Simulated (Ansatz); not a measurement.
SnO2:

```
Sn O
1.0
    -3.24890    3.41447    3.41402
     3.24890   -3.41447    3.41402
     3.24890    3.41447   -3.41402
Sn O
4 8
Direct
  0.50000 0.00000 0.00000
  0.50000 0.50000 0.50000
  0.00360 0.75360 0.25000
  0.99640 0.24640 0.75000
  0.80650 0.80377 0.49728
  0.80650 0.30922 0.00272
  0.30244 0.24594 0.05649
  0.68944 0.24594 0.44350
  0.31056 0.75406 0.55649
  0.19350 0.69078 0.99728
  0.69756 0.75406 0.94351
  0.19350 0.19623 0.50272
```

The cell is a database's computed one.

Below is the output of Ansatz 0.2.0 for this cell. Logs are shortened: lines on timing, memory, paths and dates and some standing lists are left out, and cuts for length are marked.

```text
Warning: RAYON_NUM_THREADS=4 ignored (pool sized by the plan → 4); use --threads N
Engine: ansatz 0.2.0, aarch64-unknown-linux-gnu
Pseudopotentials: kind: paw
Pseudopotential: Sn, paw, valence charge 14, recommended cutoff 420 eV (normal), Sn.paw.azcp
Pseudopotential: O, paw, valence charge 6, recommended cutoff 420 eV (normal), O.paw.azcp
Functional definition: PBE
  parameter kappa = 0.804
  parameter beta = 0.06672455060314922
  exchange = pbe_x(kappa = kappa, mu = beta*pi^2/3)
  correlation = pbe_c(beta = beta)
Crystal: 12 atoms, lattice volume = 151.491 Å³
[... 44 lines left out ...]
--- Forces (eV/Å), atoms counted from 1 ---
  atom   1  Sn     0.00000000     0.00000000     0.00000000
  atom   2  Sn     0.00000000     0.00000000     0.00000000
  atom   3  Sn     0.00000000     0.00000000    -0.05899420
  atom   4  Sn     0.00000000     0.00000000     0.05899420
  atom   5  O      0.03298851     0.00000000     0.03108907
  atom   6  O     -0.03298851     0.00000000     0.03108907
  atom   7  O      0.00000000     0.03173009     0.03266026
  atom   8  O      0.00000000    -0.03173009     0.03266026
  atom   9  O      0.00000000     0.03173009    -0.03266026
  atom  10  O      0.03298851     0.00000000    -0.03108907
  atom  11  O      0.00000000    -0.03173009    -0.03266026
  atom  12  O     -0.03298851     0.00000000    -0.03108907
  max |Σ_I F_I| component: 1.73e-17 eV/Å
--- Stress (GPa, compression-positive) ---
       -1.367722       0.000000       0.000000
        0.000000      -0.555618       0.000000
        0.000000       0.000000      -0.526494
  P = ⅓ Tr σ = -0.8166 GPa (-8.166 kbar)
--- Band table (eV; the first three rows and the last of 46) ---
  k-point 0: bands = ["-12.3436", "-12.1328", "-12.1323", "-11.7299", "-11.7296", "-11.6896", "-11.5020", "-11.4755", "-11.4754", "-11.4081", "-11.3788", "-11.3690", "-11.3686", "-11.3250", "-11.3249", "-11.3109", "-11.2854", "-11.2844", "-11.2780", "-11.2779", "-9.9371", "-8.2363", "-8.2330", "-8.2326", "-8.2291", "-7.0527", "-7.0526", "-6.7313", "0.7443", "0.9707", "0.9729", "3.9410", "3.9420", "4.8204", "4.8211", "4.9159", "5.8038", "6.1865", "6.1866", "6.2811", "6.2812", "6.7171", "6.7297", "7.4319", "7.4329", "7.7804", "7.7841", "7.9120", "7.9212", "7.9612", "7.9694", "8.6882", "9.3153", "13.0089", "13.0115", "14.3339", "14.7260", "14.7266", "17.3019", "17.3023", "18.7545", "18.9034", "19.2005", "19.2017"]
  k-point 1: bands = ["-12.2975", "-12.1495", "-12.0961", "-11.7504", "-11.6834", "-11.6749", "-11.5345", "-11.5296", "-11.4884", "-11.4171", "-11.3741", "-11.3651", "-11.3644", "-11.3264", "-11.3250", "-11.3129", "-11.3045", "-11.3020", "-11.2866", "-11.2858", "-9.8569", "-8.3585", "-8.2418", "-8.1607", "-8.1466", "-7.1303", "-7.0494", "-6.7935", "0.8370", "1.1316", "1.2220", "4.1196", "4.1220", "4.5434", "4.8826", "5.0020", "5.2069", "5.9087", "6.0737", "6.0764", "6.2182", "6.7972", "7.0149", "7.1717", "7.2217", "7.7293", "7.7484", "7.7856", "7.8905", "7.9209", "7.9773", "8.5860", "10.1474", "13.1478", "13.2244", "14.3453", "15.0999", "15.1055", "17.1460", "17.4573", "18.2311", "18.8531", "19.0906", "19.2650"]
  k-point 2: bands = ["-12.1822", "-12.1409", "-11.9928", "-11.8150", "-11.7745", "-11.6688", "-11.5870", "-11.5758", "-11.4571", "-11.4151", "-11.3711", "-11.3621", "-11.3524", "-11.3516", "-11.3316", "-11.3305", "-11.3233", "-11.3185", "-11.3032", "-11.3029", "-9.6072", "-8.7287", "-8.1988", "-8.0596", "-7.9223", "-7.3410", "-7.0252", "-6.9184", "1.1210", "1.4542", "1.8968", "3.8007", "4.3148", "4.6172", "4.6283", "4.9244", "5.0812", "5.2589", "5.7760", "5.9575", "6.0717", "6.4650", "6.7743", "7.1558", "7.4373", "7.4474", "7.6076", "7.6961", "7.8630", "7.9511", "8.0369", "8.3940", "11.4849", "13.2299", "13.7609", "14.4012", "15.9680", "16.0131", "16.9415", "17.5886", "17.7166", "18.0831", "18.9942", "19.2249"]
  k-point 45: bands = ["-12.1229", "-12.1224", "-12.1044", "-12.1040", "-11.7165", "-11.7161", "-11.4795", "-11.4795", "-11.4774", "-11.4773", "-11.3670", "-11.3667", "-11.3391", "-11.3390", "-11.3297", "-11.3296", "-11.2904", "-11.2895", "-11.2771", "-11.2770", "-8.3892", "-8.3825", "-8.3403", "-8.3392", "-8.3365", "-8.3297", "-6.9827", "-6.9821", "1.6718", "1.6721", "3.1761", "3.1777", "4.6520", "4.6528", "4.9787", "4.9790", "5.0065", "5.0081", "5.7871", "5.7933", "6.1245", "6.1297", "6.8248", "6.8249", "7.1700", "7.1752", "7.3621", "7.3667", "7.5177", "7.5190", "7.8476", "7.8492", "12.9226", "12.9235", "14.2293", "14.2362", "15.8123", "15.8205", "18.0253", "18.0400", "18.9327", "18.9389", "19.1310", "19.1336"]
```

What input gives this log?

Single point with PBE, no spin polarisation. The files as run (others can give the same):

input.yaml
```yaml
crystal:
  lattice:
    - [-3.248897, 3.41447, 3.414021]
    - [3.248897, -3.41447, 3.414021]
    - [3.248897, 3.41447, -3.414021]
  atoms:
    - { symbol: Sn, position: [0.5, 0.0, 0.0] }
    - { symbol: Sn, position: [0.5, 0.5, 0.5] }
    - { symbol: Sn, position: [0.003599, 0.753599, 0.25] }
    - { symbol: Sn, position: [0.996401, 0.246401, 0.75] }
    - { symbol: O, position: [0.806496, 0.803774, 0.497278] }
    - { symbol: O, position: [0.806496, 0.309218, 0.002722] }
    - { symbol: O, position: [0.302435, 0.24594, 0.056495] }
    - { symbol: O, position: [0.689445, 0.24594, 0.443505] }
    - { symbol: O, position: [0.310555, 0.75406, 0.556495] }
    - { symbol: O, position: [0.193504, 0.690782, 0.997278] }
    - { symbol: O, position: [0.697565, 0.75406, 0.943505] }
    - { symbol: O, position: [0.193504, 0.196226, 0.502722] }
hamiltonian:
  xc: pbe
  pseudopotentials: { kind: paw }
kpoints:
  mp_grid: { grid: [6, 6, 6] }
scf:
  occupations: { method: gaussian, width: 0.012 }
output:
  forces: true
  stress: true
  eigenvalues: true
  write_density: true
  write_potential: true
  elf: true
  volumetric_format: npy
```

Potentials or basis: Ansatz PAW.
Launch:
```bash
$ ansatz run input.yaml --threads 4 --pin off --max-ram 11264MiB --backend cpu --events-out ev --progress --plain --runs-dir out
```

Caveat: the pressure holds a Pulay correction of +0.8 GPa for the finite cutoff; spin-orbit coupling is left out, which moves the levels of the heavy elements.
